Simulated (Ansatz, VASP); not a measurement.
# One calculation of HfB2, two programs

INCAR

```
  PREC = Accurate
  ENCUT = 520
  EDIFF = 1E-6
  ISMEAR = -1
  SIGMA = 0.03
  LREAL = F
  LASPH = T
  NELM = 60
  ALGO = Normal
  ISIF = 2
  LWAVE = F
  LCHARG = F
  GGA = PS
  NBANDS = 15
```

File KPOINTS:

```
regular mesh
0
Gamma
  15 15 12
```

POSCAR

```
HfB2
1.0
    3.1400001005      0.0000000000      0.0000000000
   -1.5700000503      2.7193198549      0.0000000000
    0.0000000000      0.0000000000      3.4104000000
Hf B
1 2
Direct
    0.0000000000      0.0000000000      0.0000000000
    0.3333333333      0.6666666667      0.5000000000
    0.6666666667      0.3333333333      0.5000000000
```

Input for Ansatz:

```yaml
crystal:
  lattice:
    - [3.1400001005, 0.0, 0.0]
    - [-1.5700000503, 2.7193198549, 0.0]
    - [0.0, 0.0, 3.4104]
  atoms:
    - { symbol: Hf, position: [0.0, 0.0, 0.0] }
    - { symbol: B, position: [0.3333333333, 0.6666666667, 0.5] }
    - { symbol: B, position: [0.6666666667, 0.3333333333, 0.5] }
kpoints:
  mp_grid: { grid: [15, 15, 12] }
  band_path:
    path:
      - [0.0, 0.0, 0.0]
      - [0.5, 0.0, 0.0]
      - [0.3333333333, 0.3333333333, 0.0]
      - [0.0, 0.0, 0.0]
      - [0.0, 0.0, 0.5]
      - [0.5, 0.0, 0.5]
      - [0.3333333333, 0.3333333333, 0.5]
      - [0.0, 0.0, 0.5]
      - [0.5, 0.0, 0.5]
    npoints: 5
scf:
  occupations: { method: fermi_dirac, width: 0.03 }
hamiltonian:
  xc: pbesol
  pseudopotentials: { kind: all_electron, lapw: { basis_error: 0.001 } }
output:
  forces: true
  stress: true
  eigenvalues: true
```

Change from the starting cell: zz strain of -2 %.

Alike in both runs: task single point; functional PBEsol; k mesh 15 × 15 × 12; occupations fermi-dirac, width 0.03 eV; no spin polarisation.

|  | VASP | Ansatz |
| --- | --- | --- |
| version | VASP 6.6.1 | Ansatz 0.2.0 |
| potentials or method | VASP PAW PBE potentials, release 64 (Hf_pv, B) | all-electron LAPW, scalar-relativistic |
| plane-wave cutoff (eV) | 520 | see its input |

|  | VASP | Ansatz | Ansatz less VASP |
| --- | --- | --- | --- |
| pressure (GPa) | 0.4 | 0.5 | +0.06 |
| largest component of the traceless stress (GPa) | 3.81 | 3.61 | -0.197 |

Ansatz ran all-electron here, so the differences hold the error of VASP's frozen core and of both bases.

Caveats: the PAW data sets were made with another functional, which shifts forces and pressure a little (VASP). Spin-orbit coupling is left out, which matters for the levels of Hf.
